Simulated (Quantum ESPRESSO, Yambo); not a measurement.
# A GW run on PbSe (Clausthalite) in Yambo, with inputs changed

What do changed inputs do to GW on PbSe (Clausthalite)?

Program: Yambo 5.3.0. Level of theory: PBE and many-body steps on it, plane waves. Results are calculated unless marked as measured.

## 1. The starting structure

The structure is cubic, space group Fm-3m (No. 225). Conventional cell: a = 6.121 Å, b = 6.121 Å, c = 6.121 Å, α = 90.00°, β = 90.00°, γ = 90.00°. Pb has 6 Se at 3.06 Å nearest. Nearest to Se lie 6 Pb at 3.06 Å. Farther neighbours and most contacts between anions are not listed.

Coordinates:

```cif
data_structure
_symmetry_space_group_name_H-M 'P 1'
_symmetry_Int_Tables_number 1
_cell_length_a 4.3284
_cell_length_b 4.3284
_cell_length_c 4.3284
_cell_angle_alpha 60.000
_cell_angle_beta 60.000
_cell_angle_gamma 60.000
_cell_volume 57.34
loop_
_atom_site_label
_atom_site_type_symbol
_atom_site_fract_x
_atom_site_fract_y
_atom_site_fract_z
_atom_site_occupancy
Pb1 Pb 0.00000 0.00000 0.00000 1
Se2 Se 0.50000 0.50000 0.50000 1
```

The cell and positions come from the Crystallography Open Database and are kept as given unless a step says otherwise. Spin-orbit coupling is left out unless a step names it.

## 2. Base

This step: Yambo 5.3.0; G0W0 on PBE, plane waves, norm-conserving pseudopotentials.

G0W0 replaces the xc potential by the self-energy, built once from these orbitals. Only a window of levels is corrected, while the sums run over the empty bands that the input names.

gw2.in reads:

```
HF_and_locXC
gw0
dyson
ppa
em1d
rim_cut
RandQpts= 1000000
RandGvec= 1 RL
EXXRLvcs= 78 Ry
VXCRLvcs= 312 Ry
Chimod= "HARTREE"
% BndsRnXp
 1 | 165 |
%
NGsBlkXp= 10.5 Ry
% LongDrXp
 1 | 1 | 1 |
%
% GbndRnge
 1 | 165 |
%
DysSolver= "n"
ExtendOut
PPAPntXp= 27.21138 eV
% QPkrange
 3 | 3 | 14 | 17 |
 1 | 1 | 14 | 17 |
%
```

Started as:

```sh
OMP_NUM_THREADS=1 mpirun -n 4 yambo -F gw2.in -J gw2 -C gw2 > gw2.log
```

The log of the run:

```text
 Yambo, version 5.3.0

 [02] CORE Variables Setup
 =========================

  [... cell, symmetries and grids as in the set-up ...]

  [02.05] Energies & Occupations
  ==============================

  [X] === General ===
  [X] Electronic Temperature                        :  0.000000  0.000000 [eV K]
  [X] Bosonic    Temperature                        :  0.000000  0.000000 [eV K]
  [X] Finite Temperature mode                       : no
  [X] El. density                                   :  0.52318E+24 [cm-3]
  [X] Fermi Level                                   :  9.490181 [eV]

  [X] === Gaps and Widths ===
  [X] Conduction Band Min                           :  0.297358 [eV]
  [X] Valence Band Max                              :  0.000000 [eV]
  [X] Filled Bands                                  :  15
  [X] Empty Bands                                   :    16   383
  [X] Direct Gap                                    :  0.297358 [eV]
  [X] Direct Gap localized at k                     :  3
  [X] Indirect Gap                                  :  0.297358 [eV]
  [X] Indirect Gap between kpts                     :  3  3
  [X] Last valence band width                       :  3.228433 [eV]
  [X] 1st conduction band width                     :  4.417936 [eV]

 [03] Transferred momenta grid and indexing
 ==========================================

 IBZ Q-points                                      :   8
 BZ  Q-points                                      :   64

 K/Q-points units:
 rlu = crystal or reduced units; cc = cartesian coordinates; iku = interal k-units

 Q [1]          [rlu]:  0.000000  0.000000  0.000000
 Q [2]          [rlu]: -0.51579E-17 -0.51579E-17  0.25000
 Q [3]          [rlu]:  0.10316E-16  0.10316E-16 -0.50000
 Q [4]          [rlu]:  0.93036E-17  0.25000      0.25000
 Q [5]          [rlu]:  0.22598E-16  0.25000      0.50000
 Q [6]          [rlu]:  0.10316E-16  0.25000     -0.25000
 Q [7]          [rlu]: -0.18607E-16 -0.50000     -0.50000
 Q [8]          [rlu]:  0.250000 -0.500000 -0.250000

 [04] Coloumb potential Random Integration (RIM)
 ===============================================

  [04.01] RIM initialization
  ==========================

  * Diagonal components only detected *

  8 x (sBL volume)        :  0.080128 [a.u.]
  sBZ random points       :  1000000
  Points outside the sBZ  :   7987327
  RL volume               :  0.641021 [a.u.]
  Integrated volume       :  0.642038 [a.u.]

  [04.02] RIM integrals
  =====================

  Gamma point sphere radius             :  0.078201 [a.u.]
  Points outside the sphere             :   799513
  [Int_sBZ(q=0) 1/q^2]*(Vol_sBZ)^(-1/3) =:  7.764325
                                 should be <:  7.795600

  Summary of Coulomb integrals for non-metallic bands |Q|[au] RIM/Bare

  Q [1] 0.100000E-4 0.995988 * Q [2] 0.235200 1.066323
  Q [4] 0.271586 1.065367 * Q [6] 0.384081 1.027419
  Q [5] 0.450374 1.020609 * Q [3] 0.470401 1.018019
  Q [7] 0.543172 1.014680 * Q [8] 0.607285 1.011727

 [WARNING] [Xp] User bands 1-165 break level degeneracy

 [05] Dipoles
 ============

  [05.01] Setup: observables and procedures
  =========================================

 [06] Dynamic Dielectric Matrix (PPA)
 ====================================

 [WR./gw2//ndb.pp]---------------------------------------------------------------
  Brillouin Zone Q/K grids (IBZ/BZ)                :    8   64    8   64
  RL vectors                                       :   5577 [WF]
  Coulomb cutoff potential                         : none
  Electronic Temperature                           :  0.000000 [K]
  Bosonic    Temperature                           :  0.000000 [K]
  PPA    diel. fun.  energies                      : Perdew, Burke & Ernzerhof(X)+Perdew, Burke & Ernzerhof(C)
  wavefunctions                                    : Perdew, Burke & Ernzerhof(X)+Perdew, Burke & Ernzerhof(C)
  Global Gauge                                     : length
  X matrix size                                    :  229
  X band range                                     :    1  165
  X e/h energy range                               : -1.000000 -1.000000 [eV]
  X Time ordering                                  : R
  X Hxc Kernel                                     : HARTREE
  X Drude frequency                                :  0.000000  0.000000
  X poles                                          :  100.0000 [o/o]
  RL vectors in the sum                            :   5577
  [r,Vnl] included                                 : yes
  Field direction                                  :  0.577350E-5  0.577350E-5  0.577350E-5
  BZ energy Double Grid                            : no
  BZ energy DbGd points                            : 0
  BZ Q point size factor                           : -1.000000
  X Optical Averaged directions                    : none

 [07] Local Exchange-Correlation + Non-Local Fock
 ================================================

 [VXC] Plane waves :   35845
 [EXS] Plane waves :   4621

 QP @ state[ 1 ] K range:  1  1
 QP @ state[ 1 ] b range:  14  17
 QP @ state[ 2 ] K range:  3  3
 QP @ state[ 2 ] b range:  14  17

 [xc] Functional : Perdew, Burke & Ernzerhof(X)+Perdew, Burke & Ernzerhof(C)
 [xc] LIBXC used to calculate xc functional
  PP Number of Atomic Species                      :  2
  NLCC RL compoments                               :   35845
  PP Number of Atomic Species                      :  2
  NLCC RL compoments                               :   35845

 [xc] E_xc :  -19.08799 [Ha]
      E_xc :  -38.17599 [Ry]

  Local XC kind (lXC) : Perdew, Burke & Ernzerhof(X)+Perdew, Burke & Ernzerhof(C)
  Non-Local XC kind (nlXC) : Hartree-Fock

  Corrections @ K [1] :  [eV]
 <14|nlXC|14> = -16.43774 -0.37849E-18 <14|lXC|14> = -12.86988  0.23602E-16
 <15|nlXC|15> = -16.43782 -0.13833E-16 <15|lXC|15> = -12.86988 -0.18074E-22
 <16|nlXC|16> = -7.696188  0.14896E-17 <16|lXC|16> = -11.27096  0.14141E-22
 <17|nlXC|17> = -7.696511  0.22392E-18 <17|lXC|17> = -11.27096 -0.50010E-22

  Corrections @ K [3] :  [eV]
 <14|nlXC|14> = -16.47740  0.62012E-17 <14|lXC|14> = -13.26468 -0.28323E-15
 <15|nlXC|15> = -15.67750 -0.85438E-17 <15|lXC|15> = -13.74334  0.14659E-15
 <16|nlXC|16> = -7.482055 -0.13689E-17 <16|lXC|16> = -9.980298 -0.14161E-15
 <17|nlXC|17> = -7.550706 -0.30061E-17 <17|lXC|17> = -10.23808 -0.11801E-15

 [08] Dyson equation: Newton solver
 ==================================

  [08.01] G0W0 (W PPA)
  ====================

  [  GW  ] Bands range     :    1  165
  [GW/PPA] G damping       :  0.100000 [eV]

  QP @ state[ 1 ] K range:  1  1
  QP @ state[ 1 ] b range:  14  17
  QP @ state[ 2 ] K range:  3  3
  QP @ state[ 2 ] b range:  14  17

   Sc/G bands                                       :    1  165
   Sc/G damping                                     :  0.100000 ev
   Sc bands terminator                              : no
   Sx RL components                                 :   4621

   QP @ state[ 1 ] K range                          :  1  1
   QP @ state[ 1 ] b range                          :  14  17
   QP @ state[ 2 ] K range                          :  3  3
   QP @ state[ 2 ] b range                          :  14  17
   GF energies kind                                 : Perdew, Burke & Ernzerhof(X)+Perdew, Burke & Ernzerhof(C)
   GF WF`s kind                                     : Perdew, Burke & Ernzerhof(X)+Perdew, Burke & Ernzerhof(C)
   Xs energies kind                                 : Perdew, Burke & Ernzerhof(X)+Perdew, Burke & Ernzerhof(C)
   Xs WF`s kind                                     : Perdew, Burke & Ernzerhof(X)+Perdew, Burke & Ernzerhof(C)

 [11] Game Over & Game summary
```

Run time: 2.1 min. Hardware: 4 MPI ranks of Arm Neoverse V1, shared host; peak memory 1.7 GiB; 8.4 min of CPU time.

This step gave:

| Quantity | Value |
| --- | --- |
| G0W0 gap on the points computed | 0.7300 eV |
| starting gap on the mesh | 0.2974 eV |
| k of the valence top | 0, 0, -0.5 |
| k of the conduction bottom | 0, 0, -0.5 |
| least direct G0W0 gap on the computed points | 0.7300 eV |
| Z at the valence top | 0.7943 |
| Z at the conduction bottom | 0.8087 |

The gap on the mesh goes from 0.30 eV to 0.73 eV, a correction of +0.43 eV.

## 3. Field direction

gw7.in, as its differences from gw2.in of step 2:

```diff
@@ -16,3 +16,3 @@
 % LongDrXp
- 1 | 1 | 1 |
+ 1 | 0 | 0 |
 %
```

Started as:

```sh
OMP_NUM_THREADS=1 mpirun -n 4 yambo -F gw7.in -J gw7 -C gw7 > gw7.log
```

The log of the run:

```text
 Yambo, version 5.3.0

 [02] CORE Variables Setup
 =========================

  [... cell, symmetries and grids as in the set-up ...]

  [02.05] Energies & Occupations
  ==============================

  [X] === General ===
  [X] Electronic Temperature                        :  0.000000  0.000000 [eV K]
  [X] Bosonic    Temperature                        :  0.000000  0.000000 [eV K]
  [X] Finite Temperature mode                       : no
  [X] El. density                                   :  0.52318E+24 [cm-3]
  [X] Fermi Level                                   :  9.490181 [eV]

  [X] === Gaps and Widths ===
  [X] Conduction Band Min                           :  0.297358 [eV]
  [X] Valence Band Max                              :  0.000000 [eV]
  [X] Filled Bands                                  :  15
  [X] Empty Bands                                   :    16   383
  [X] Direct Gap                                    :  0.297358 [eV]
  [X] Direct Gap localized at k                     :  3
  [X] Indirect Gap                                  :  0.297358 [eV]
  [X] Indirect Gap between kpts                     :  3  3
  [X] Last valence band width                       :  3.228433 [eV]
  [X] 1st conduction band width                     :  4.417936 [eV]

 [03] Transferred momenta grid and indexing
 ==========================================

 IBZ Q-points                                      :   8
 BZ  Q-points                                      :   64

 K/Q-points units:
 rlu = crystal or reduced units; cc = cartesian coordinates; iku = interal k-units

 Q [1]          [rlu]:  0.000000  0.000000  0.000000
 Q [2]          [rlu]: -0.51579E-17 -0.51579E-17  0.25000
 Q [3]          [rlu]:  0.10316E-16  0.10316E-16 -0.50000
[...]
NLCC RL compoments                               :   35845
  PP Number of Atomic Species                      :  2
  NLCC RL compoments                               :   35845

 [xc] E_xc :  -19.08799 [Ha]
      E_xc :  -38.17599 [Ry]

  Local XC kind (lXC) : Perdew, Burke & Ernzerhof(X)+Perdew, Burke & Ernzerhof(C)
  Non-Local XC kind (nlXC) : Hartree-Fock

  Corrections @ K [1] :  [eV]
 <14|nlXC|14> = -16.43774 -0.37849E-18 <14|lXC|14> = -12.86988  0.23602E-16
 <15|nlXC|15> = -16.43782 -0.13833E-16 <15|lXC|15> = -12.86988 -0.18074E-22
 <16|nlXC|16> = -7.696188  0.14896E-17 <16|lXC|16> = -11.27096  0.14141E-22
[...]
Corrections @ K [3] :  [eV]
[...]
<16|nlXC|16> = -7.482055 -0.13689E-17 <16|lXC|16> = -9.980298 -0.14161E-15
 <17|nlXC|17> = -7.550706 -0.30061E-17 <17|lXC|17> = -10.23808 -0.11801E-15

 [08] Dyson equation: Newton solver
 ==================================

  [08.01] G0W0 (W PPA)
  ====================

  [  GW  ] Bands range     :    1  165
  [GW/PPA] G damping       :  0.100000 [eV]

  QP @ state[ 1 ] K range:  1  1
  QP @ state[ 1 ] b range:  14  17
  QP @ state[ 2 ] K range:  3  3
  QP @ state[ 2 ] b range:  14  17

   Sc/G bands                                       :    1  165
   Sc/G damping                                     :  0.100000 ev
   Sc bands terminator                              : no
   Sx RL components                                 :   4621

   QP @ state[ 1 ] K range                          :  1  1
   QP @ state[ 1 ] b range                          :  14  17
   QP @ state[ 2 ] K range                          :  3  3
   QP @ state[ 2 ] b range                          :  14  17
   GF energies kind                                 : Perdew, Burke & Ernzerhof(X)+Perdew, Burke & Ernzerhof(C)
   GF WF`s kind                                     : Perdew, Burke & Ernzerhof(X)+Perdew, Burke & Ernzerhof(C)
   Xs energies kind                                 : Perdew, Burke & Ernzerhof(X)+Perdew, Burke & Ernzerhof(C)
   Xs WF`s kind                                     : Perdew, Burke & Ernzerhof(X)+Perdew, Burke & Ernzerhof(C)

 [11] Game Over & Game summary
```

It took 2.1 min on 4 MPI ranks; peak memory 1.7 GiB; 8.3 min of CPU time.

This step gave:

```yaml
g0w0_gap_on_the_points_computed: 0.7300 eV
starting_gap_on_the_mesh: 0.2974 eV
k_of_the_valence_top: 0, 0, -0.5
k_of_the_conduction_bottom: 0, 0, -0.5
least_direct_g0w0_gap_on_the_computed_points: 0.7300 eV
z_at_the_valence_top: 0.7943
z_at_the_conduction_bottom: 0.8087
```

Against G0W0 in Yambo (4×4×4 mesh, 165 bands, screening to 142.9 eV, Godby-Needs plasmon pole), the gap moves by +0.000 eV.

## 4. Cutoff typed in the wrong unit

gw8.in, as its differences from gw7.in of step 3:

```diff
@@ -14,5 +14,5 @@
 %
-NGsBlkXp= 10.5 Ry
+NGsBlkXp= 10.5 mRy
 % LongDrXp
- 1 | 0 | 0 |
+ 1 | 1 | 1 |
 %
```

Started as:

```sh
OMP_NUM_THREADS=1 mpirun -n 4 yambo -F gw8.in -J gw8 -C gw8 > gw8.log
```

The log of the run:

```text
 Yambo, version 5.3.0

 [02] CORE Variables Setup
 =========================

  [... cell, symmetries and grids as in the set-up ...]

  [02.05] Energies & Occupations
  ==============================

  [X] === General ===
  [X] Electronic Temperature                        :  0.000000  0.000000 [eV K]
  [X] Bosonic    Temperature                        :  0.000000  0.000000 [eV K]
  [X] Finite Temperature mode                       : no
  [X] El. density                                   :  0.52318E+24 [cm-3]
  [X] Fermi Level                                   :  9.490181 [eV]

  [X] === Gaps and Widths ===
  [X] Conduction Band Min                           :  0.297358 [eV]
  [X] Valence Band Max                              :  0.000000 [eV]
  [X] Filled Bands                                  :  15
  [X] Empty Bands                                   :    16   383
  [X] Direct Gap                                    :  0.297358 [eV]
  [X] Direct Gap localized at k                     :  3
  [X] Indirect Gap                                  :  0.297358 [eV]
  [X] Indirect Gap between kpts                     :  3  3
  [X] Last valence band width                       :  3.228433 [eV]
  [X] 1st conduction band width                     :  4.417936 [eV]

 [03] Transferred momenta grid and indexing
 ==========================================

 IBZ Q-points                                      :   8
 BZ  Q-points                                      :   64

 K/Q-points units:
 rlu = crystal or reduced units; cc = cartesian coordinates; iku = interal k-units

 Q [1]          [rlu]:  0.000000  0.000000  0.000000
 Q [2]          [rlu]: -0.51579E-17 -0.51579E-17  0.25000
 Q [3]          [rlu]:  0.10316E-16  0.10316E-16 -0.50000
[...]
NLCC RL compoments                               :   35845
  PP Number of Atomic Species                      :  2
  NLCC RL compoments                               :   35845

 [xc] E_xc :  -19.08799 [Ha]
      E_xc :  -38.17599 [Ry]

  Local XC kind (lXC) : Perdew, Burke & Ernzerhof(X)+Perdew, Burke & Ernzerhof(C)
  Non-Local XC kind (nlXC) : Hartree-Fock

  Corrections @ K [1] :  [eV]
 <14|nlXC|14> = -16.43774 -0.37849E-18 <14|lXC|14> = -12.86988  0.23602E-16
 <15|nlXC|15> = -16.43782 -0.13833E-16 <15|lXC|15> = -12.86988 -0.18074E-22
 <16|nlXC|16> = -7.696188  0.14896E-17 <16|lXC|16> = -11.27096  0.14141E-22
[...]
Corrections @ K [3] :  [eV]
[...]
<16|nlXC|16> = -7.482055 -0.13689E-17 <16|lXC|16> = -9.980298 -0.14161E-15
 <17|nlXC|17> = -7.550706 -0.30061E-17 <17|lXC|17> = -10.23808 -0.11801E-15

 [08] Dyson equation: Newton solver
 ==================================

  [08.01] G0W0 (W PPA)
  ====================

  [  GW  ] Bands range     :    1  165
  [GW/PPA] G damping       :  0.100000 [eV]

  QP @ state[ 1 ] K range:  1  1
  QP @ state[ 1 ] b range:  14  17
  QP @ state[ 2 ] K range:  3  3
  QP @ state[ 2 ] b range:  14  17

   Sc/G bands                                       :    1  165
   Sc/G damping                                     :  0.100000 ev
   Sc bands terminator                              : no
   Sx RL components                                 :   4621

   QP @ state[ 1 ] K range                          :  1  1
   QP @ state[ 1 ] b range                          :  14  17
   QP @ state[ 2 ] K range                          :  3  3
   QP @ state[ 2 ] b range                          :  14  17
   GF energies kind                                 : Perdew, Burke & Ernzerhof(X)+Perdew, Burke & Ernzerhof(C)
   GF WF`s kind                                     : Perdew, Burke & Ernzerhof(X)+Perdew, Burke & Ernzerhof(C)
   Xs energies kind                                 : Perdew, Burke & Ernzerhof(X)+Perdew, Burke & Ernzerhof(C)
   Xs WF`s kind                                     : Perdew, Burke & Ernzerhof(X)+Perdew, Burke & Ernzerhof(C)

 [11] Game Over & Game summary
```

Elapsed: 65 s, on 4 MPI ranks; peak memory 1.7 GiB; 4.3 min of CPU time.

The run ended normally, though the input holds a fault or crude settings.

The fault put into this input: cutoff typed in the wrong unit. It printed a gap of 0.49 eV, an artefact of the input.

## 5. The runs together

Times are wall times on 4 MPI ranks of Arm Neoverse V1, shared host, good to a factor of about two.

| run | mesh | bands | screening cutoff (eV) | DFT gap (eV) | gap on the mesh (eV) | direct (eV) | time |
| --- | --- | --- | --- | --- | --- | --- | --- |
| base | 4×4×4 | 165 | 142.9 | 0.297 | 0.730 | 0.730 | 2.1 min |
| field direction | 4×4×4 | 165 | 142.9 | 0.297 | 0.730 | 0.730 | 2.1 min |

## 6. Outcome

```json
{"base": "0.730 eV", "field direction": "0.730 eV", "known limits": "not at the basis limit; model gap, bands may invert with spin-orbit coupling; exchange with frozen shells missing; no spin-orbit coupling; coarse k mesh"}
```

Field direction: no change against base (keys changed: LongDrXp). Bands and cutoff are finite, so the gap is not at the basis limit. The miss can reach some tenths of an eV and take either sign; the mesh is an error of its own. In the G0W0 runs levels were corrected at 2 k points alone, so a gap called «on the mesh» is the least over those, and an edge elsewhere would be missed. The 4×4×4 mesh is coarse for this cell, which bears on the long-range parts of exchange and screening. Where an edge is built on 6p states of lead, bismuth or thallium, scalar-relativistic gaps usually stand too wide, by a few tenths to over one eV. With atoms this heavy and so narrow a gap, spin-orbit coupling can invert the bands. These scalar-relativistic gaps are then model values, not to be set against experiment, and a spin-orbit change taken from DFT can't simply be added. The norm-conserving file of at least one element keeps a d shell over frozen s and p shells of the same row. Exchange with those shells is missing from the self-energy, an error of 0.3 to 0.9 eV in cases checked, whose sign depends on which edge lies on those atoms.

[Paths, hosts, dates, memory and timing lines, banners, echoed tables and standing remarks are left out of the program output.]

[Logs are printed without paths, hosts, clocks, repeated set-up lines and the standing remarks that a program may print on its own settings, such as how far it seeks lower states.]

[Runs of the session that timed out or met a known fault of the program may be left out.]

[Hosts, paths, dates, database ids (printed as entryN), source tags and the programs' standing remarks are cut or masked in the printed files.]
